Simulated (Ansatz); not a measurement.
# CdS: the cost of one run

Method: DFT PBEsol, scalar-relativistic, plane waves, PAW, in Ansatz 0.2.0.

## 1. The starting structure

The structure is cubic, space group F-43m (No. 216). Conventional cell: a = 5.886 Å, b = 5.886 Å, c = 5.886 Å, α = 90.00°, β = 90.00°, γ = 90.00°. Cd (site symmetry -43m) is surrounded by 4 S at 2.55 Å. S (site symmetry -43m) has 4 Cd at 2.55 Å as nearest neighbours.

Structure file:

```cif
data_structure
_symmetry_space_group_name_H-M 'P 1'
_symmetry_Int_Tables_number 1
_cell_length_a 4.1620
_cell_length_b 4.1620
_cell_length_c 4.1620
_cell_angle_alpha 60.000
_cell_angle_beta 60.000
_cell_angle_gamma 60.000
_cell_volume 50.98
loop_
_atom_site_label
_atom_site_type_symbol
_atom_site_fract_x
_atom_site_fract_y
_atom_site_fract_z
_atom_site_occupancy
Cd1 Cd 0.00000 0.00000 0.00000 1
S1 S 0.25000 0.25000 0.25000 1
```

Source of the structure: the Materials Project (structure only).

(A quick probe on a coarse mesh, which set the mesh and smearing, is not shown.)

## 3. The relaxation

File input.yaml:

```yaml
crystal:
  lattice:
    - [0.0, 2.9429534649, 2.9429534649]
    - [2.9429534649, 0.0, 2.9429534649]
    - [2.9429534649, 2.9429534649, 0.0]
  atoms:
    - { symbol: Cd, position: [0.0, 0.0, 0.0] }
    - { symbol: S, position: [0.25, 0.25, 0.25] }
basis:
  ecutwfc: 420
kpoints:
  mp_grid: { grid: [8, 8, 8] }
hamiltonian:
  xc: pbesol
scf:
  occupations: { method: gaussian, width: 0.02 }
output:
  forces: true
  stress: true
  eigenvalues: true
  write_density: true
  write_potential: true
  elf: true
  volumetric_format: npy
relax:
  adjacent_minimum: "off"
  f_tol: 0.005
  max_steps: 80
  cell: { stress_tol: 0.05 }
```

Command:

```bash
$ ansatz run input.yaml --threads 4 --pin off --max-ram 8192MiB --backend cpu --events-out ev --progress --plain --runs-dir out
```

Q: Estimate wall time and peak memory on 4 threads of Intel Xeon Platinum 8488C (Sapphire Rapids), shared host.

About 2.6 s, with a peak of 0.42 GiB.
